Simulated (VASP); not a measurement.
Set up this calculation in VASP 6.6.1, as the native input.

```yaml
Task: relaxation of cell and atoms
Functional: PBE
Dispersion: D3
Potentials_or_basis: VASP PAW PBE potentials, release 64 (Se, Zn)
Cutoff: 600 eV
k_mesh: 8 × 8 × 8
Occupations: fermi-dirac, width 0.05 eV
Spin: no spin polarisation
Further_INCAR_settings: ALGO = Normal; EDIFF = 1e-06; IBRION = 2; EDIFFG = -0.02; NSW = 60; ISIF = 3
```

The structure of ZnSe (Stilleite) lies in POSCAR:

```
ZnSe
1.0
    0.0000000000      2.8338000000      2.8338000000
    2.8338000000      0.0000000000      2.8338000000
    2.8338000000      2.8338000000      0.0000000000
Se Zn
1 1
Direct
    0.7500000000      0.7500000000      0.7500000000
    0.0000000000      0.0000000000      0.0000000000
```

One way to write it, as run:

INCAR

```
PREC = Accurate
ENCUT = 600
EDIFF = 1E-6
ISMEAR = -1
SIGMA = 0.05
LREAL = F
LASPH = T
NELM = 60
ALGO = Normal
ISIF = 3
LWAVE = F
LCHARG = F
GGA = PE
IVDW = 11
IBRION = 2
NSW = 60
EDIFFG = -0.02
```

KPOINTS

```
Automatic mesh
0
Gamma
  8 8 8
```

Potentials or basis: VASP PAW PBE potentials, release 64 (Se, Zn).

The run is started by

```bash
$ cat potpaw_PBE.64/Se/POTCAR potpaw_PBE.64/Zn/POTCAR > POTCAR
$ mpirun -np 1 vasp_std > vasp.out
```

Results of the run:

```
Pressure after relaxing    : -0.1 GPa
Band gap on the k mesh     : 1.29 eV, direct
Dispersion energy per atom : -0.280 eV
```

Caveat: the relaxation stopped at its first step, so nothing moved.

It took 15 s on 1 thread of Intel(R) Xeon(R) Platinum 8488C (Sapphire Rapids), with other jobs on the host, peak memory 0.19 GiB.
